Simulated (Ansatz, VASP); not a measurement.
**One calculation of Mg, two programs**

File INCAR:

```
SYSTEM = Mg
PREC = Accurate
ENCUT = 520
EDIFF = 1E-8
ISMEAR = -1
SIGMA = 0.08
LREAL = .FALSE.
LASPH = .TRUE.
NELM = 100
ALGO = Normal
ISIF = 2
LWAVE = .FALSE.
LCHARG = .FALSE.
GGA = PE
LEFG = .TRUE.
NBANDS = 9
```

KPOINTS

```
regular mesh
0
G
  12 12 7
  0 0 0
```

POSCAR

```
Mg
1.0
    3.2722144052      0.0000000000      0.0000000000
   -1.6361072025      2.8338208015      0.0000000000
    0.0000000000      0.0000000000      5.3125192770
Mg
2
Direct
    0.3333333333      0.6666666667      0.2500000000
    0.6666666667      0.3333333333      0.7500000000
```

Input for Ansatz:

```yaml
crystal:
  lattice:
    - [3.2722144052, 0.0, 0.0]
    - [-1.6361072025, 2.8338208015, 0.0]
    - [0.0, 0.0, 5.312519277]
  atoms:
    - { symbol: Mg, position: [0.3333333333, 0.6666666667, 0.25] }
    - { symbol: Mg, position: [0.6666666667, 0.3333333333, 0.75] }
kpoints:
  mp_grid: { grid: [12, 12, 7] }
scf:
  occupations: { method: fermi_dirac, width: 0.08 }
hamiltonian:
  xc: pbe
  pseudopotentials: { kind: paw }
output:
  forces: true
  stress: true
  eigenvalues: true
  efg: { contact_densities: true }
```

Change from the starting cell: volume scaled by 1.06, PAW files.

Alike in both runs: task electric field gradients; functional PBE; k mesh 12 × 12 × 7; occupations fermi-dirac, width 0.08 eV; no spin polarisation.

```csv
,VASP,Ansatz
version,VASP 6.6.1,Ansatz 0.2.0
potentials or method,"VASP PAW PBE potentials, release 64 (Mg)","PAW with Ansatz's default frozen-core files, scalar-relativistic"
plane-wave cutoff (eV),520,420
valence electrons in the cell,4,20
```

```csv
,VASP,Ansatz,Ansatz less VASP
pressure (GPa),-2.3,-2.2,+0.12
largest component of the traceless stress (GPa),0.48,0.48,-0.001
Vzz of the field gradient on the site that differs most (V/Å²),1.0,1.0,+0.08
```

The two sets of potentials don't hold the same shells in valence.
